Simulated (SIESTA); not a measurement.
Here is a SIESTA 5.4.2 calculation.

The input run.py:

```python
from ase import Atoms
from ase.calculators.siesta import Siesta
from ase.units import Ry, GPa
from ase.eos import EquationOfState

atoms = Atoms(
    ['Fe', 'Fe', 'S', 'S', 'S', 'S'],
    cell=[
        [4.44, 0.0, 0.0],
        [0.0, 5.39, 0.0],
        [0.0, 0.0, 3.37],
    ],
    scaled_positions=[
        [0.5, 0.5, 0.5],
        [0.0, 0.0, 0.0],
        [0.703, 0.125, 0.5],
        [0.797, 0.625, 0.0],
        [0.297, 0.875, 0.5],
        [0.203, 0.375, 0.0],
    ],
    pbc=True,
)

fdf = {
    'SCFMustConverge': False,
    'DM.InitSpin': ['  1   3.000', '  2   3.000', '  3   0.000', '  4   0.000', '  5   0.000', '  6   0.000'],
    'OccupationFunction': 'FD',
    'ElectronicTemperature': '0.05 eV',
    'MaxSCFIterations': '200',
    'SCF.Mixer.Method': 'Pulay',
    'SCF.Mixer.Weight': '0.1',
    'SCF.Mixer.History': '10',
    'SCF.DM.Tolerance': '5.0e-05',
    'SCF.H.Tolerance': '1.0e-03 eV',
    'WriteForces': 'true',
    'Charge.Mulliken': 'end',
    'PAO.Basis': ['Fe.1 5', 'n=3 0 2', '  2.625 0.000', 'n=4 0 3', '  7.565 0.000 0.000', 'n=3 1 2', '  2.937 0.000', 'n=4 1 1', '  7.565', 'n=3 2 3', '  4.859 0.000 0.000'],
}
calc = Siesta(
    label="FeS2",
    command="siesta < PREFIX.fdf > PREFIX.out",
    pseudo_path="pseudos",
    pseudo_qualifier="",
    xc=('GGA', 'PBE'),
    basis_set="TZP",
    mesh_cutoff=800 * Ry,
    energy_shift=0.003 * Ry,
    kpts=[4, 4, 6],
    spin="collinear",
    fdf_arguments=fdf,
)
atoms.calc = calc

cell0 = atoms.cell.copy()
volumes, energies = [], []
for x in [0.94, 0.96, 0.98, 1.0, 1.02, 1.04, 1.06]:
    atoms.set_cell(cell0 * x ** (1 / 3), scale_atoms=True)
    volumes.append(atoms.get_volume() / len(atoms))
    energies.append(atoms.get_potential_energy(force_consistent=True) / len(atoms))
    print(f"V = {volumes[-1]:.5f} A^3/atom   F = {energies[-1]:.6f} eV/atom", flush=True)
v0, e0, b0 = EquationOfState(volumes, energies, eos="birchmurnaghan").fit()
print(f"v0 = {v0:.4f} A^3/atom, e0 = {e0:.5f} eV/atom, B0 = {b0 / GPa:.1f} GPa")
```

Potentials or basis: PseudoDojo 0.4 standard (PBE files), TZP (energy shift 0.003 Ry; two zetas on semicore shells).

The run is started by

```console
$ python run.py
```

(1) Estimate the bulk modulus at fixed shape and positions.

(2) Estimate the equilibrium volume.

(3) Estimate the pressure derivative of the bulk modulus.

Answers

(1) 151 GPa.

(2) 13.69 Å³/atom.

(3) 4.6.

Caveat: short orbitals over semicore shells can move pressures by several GPa; the cell was scaled at fixed shape and fractional positions, which overstates the stiffness of a crystal with free parameters, most of all of layers and chains; the basis of atomic orbitals isn't converged, which shifts pressures, moduli and gaps.
